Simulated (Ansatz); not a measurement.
**Stationary points along a deformation path in GaP**

All numbers below come from DFT LDA, scalar-relativistic, plane waves, PAW (Ansatz). The runs took a 420 eV cutoff, a Γ-centred 10×10×10 mesh and Gaussian smearing (0.05 eV). No spin polarisation. Energies are free energies at this smearing, counted from the undisturbed cell; pressure is positive in compression.

The starting cell (as given, not relaxed at this level; it stands at -2.7 GPa):

```
CELL_PARAMETERS angstrom
0.00000 2.72525 2.72525
2.72525 0.00000 2.72525
2.72525 2.72525 0.00000
ATOMIC_POSITIONS crystal
Ga 0.00000 0.00000 0.00000
P 0.75000 0.75000 0.75000
```

At fixed volume and fractional coordinates, lengths along (0.000, 0.000, 1.000) are scaled against those across it; ρ is that ratio over its starting value. V = 20.240 Å³/atom. Δσ is the stress along the axis less the mean stress across it (compression positive).

| ρ | ΔE (meV/atom) | Δσ (GPa) | space group |
| --- | --- | --- | --- |
| 0.650 | 335.3 | 12.89 | I-4m2 |
| 0.707 | 246.7 | 12.25 | I-4m2 |
| 0.780 | 147.1 | 11.70 | I-4m2 |
| 0.850 | 70.7 | 9.21 | I-4m2 |
| 0.920 | 20.6 | 5.56 | I-4m2 |
| 0.960 | 5.2 | 2.95 | I-4m2 |
| 1.000 | 0.0 | 0.00 | F-43m |
| 1.050 | 8.3 | -4.12 | I-4m2 |
| 1.100 | 33.1 | -8.65 | I-4m2 |
| 1.200 | 131.5 | -18.49 | I-4m2 |
| 1.300 | 286.5 | -27.00 | I-4m2 |
| 1.414 | 493.2 | -27.97 | I-4m2 |
| 1.500 | 631.0 | -26.77 | I-4m2 |

Task: How does the stress give the slope of the energy, and where is the energy stationary?

Result: Along the path d ln(length) is 2/3 d ln ρ on the axis and −1/3 d ln ρ across it, so dE/d ln ρ = −(2/3) V Δσ: the energy falls with ρ where Δσ is positive. Δσ vanishes or changes sign at ρ = 1.000 (F-43m), a minimum at 0.0 meV/atom. Pairs of stationary points between two samples would go unseen, and could change a minimum read from distant neighbours into a maximum. At ρ = 1.000 the cell is cubic, where symmetry alone makes the stress isotropic and the slope zero.

Task: Which shear constant sets the curvature at ρ = 1?

Result: For a cubic crystal E/V = (2/3) C (ln ρ)² with C = C′ = (C11 − C12)/2, so Δσ = −2C ln ρ. The parabola of Δσ against ln ρ through ρ = 0.960, 1 and 1.050 gives C ≈ 39 GPa with the ions clamped, rough because the steps are large. It is the stress–strain coefficient at this cell's pressure of -2.7 GPa, not the zero-pressure constant.

Task: Integrate that slope from ρ = 1 to 0.850 by the trapezoid rule.

Result: With V/N in Å³ and 1 eV/Å³ = 160.2 GPa the slopes at ρ = 1.000, 0.960, 0.920, 0.850 are 0, -249, -468, -776 meV/atom per unit of ln ρ. The steps add 5.1 + 15.3 + 49.2 = 69.6 meV/atom, against 70.7 from the energies; the trapezoid rule misses the curvature of the slope within each step.

The gap closes along the scan, which can put kinks into the curve.

Cost: 13 runs of about 2 core-minutes in all, on AMD EPYC (Zen 3) (shared hosts).